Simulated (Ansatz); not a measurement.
**BaTiO3 under changes of volume**

One of the cells (12.840 Å³/atom); the others are scaled copies at fixed shape and fractional positions:

```
CELL_PARAMETERS angstrom
2.82737 1.63238 2.31839
-2.82737 1.63238 2.31839
0.00000 -3.26476 2.31839
ATOMIC_POSITIONS crystal
Ba 0.00000 0.00000 0.00000
Ti 0.48450 0.48450 0.48450
O 0.50860 0.01750 0.50860
O 0.01750 0.50860 0.50860
O 0.50860 0.50860 0.01750
```

- Program: Ansatz 0.2.0
- Functional: PBEsol
- Potentials or basis: all-electron LAPW, scalar-relativistic
- Cutoff: 408 eV (chosen from the basis error)
- Basis error allowed: 0.002 eV/atom
- k mesh: 7 × 7 × 7
- Occupations: fermi-dirac, width 0.05 eV
- Spin: no spin polarisation

| volume (Å³/atom) | energy over the lowest point (meV/atom) | pressure (GPa) | gap on the mesh (eV) | largest force (eV/Å) |
| --- | --- | --- | --- | --- |
| 12.070 | 21.09 | 10.7 | 2.61 | 0.752 |
| 12.327 | ? | ? | ? | ? |
| 12.583 | 0.79 | 2.3 | 2.50 | 0.281 |
| 12.840 | 0.00 | -1.2 | 2.45 | 0.144 |
| 13.097 | 4.60 | -4.4 | 2.40 | 0.148 |
| 13.354 | 14.01 | -7.3 | 2.34 | 0.326 |
| 13.611 | 27.75 | -9.8 | 2.29 | 0.504 |

Problem. What does the run at 12.327 Å³/atom give?

Solution. Energy over the lowest point 7.58 meV/atom; pressure 6.3 GPa; gap on the mesh 2.56 eV; largest force 0.509 eV/Å.

Worked out: A Birch-Murnaghan fit of order 3 (a polynomial in V^(-2/3)) to the other rows has its minimum at 12.75 Å³/atom with B0 = V·E''(V) = 173 GPa and B' = 4.5 at fixed shape and positions, which overstates the stiffness. It gives 7.57 meV/atom at 12.327 Å³/atom, against the run's 7.58, and -dE/dV = 6.3 GPa, against 6.3. A straight line through the other rows of the gap, of slope -2.66 eV per unit of ln V, gives 2.56 eV, against the run's 2.56.

Energies are extrapolated to zero smearing.

Caveats: spin-orbit coupling is left out, which moves the levels of the heavy elements; an odd mesh through Γ misses points on the zone boundary, where band edges often lie.
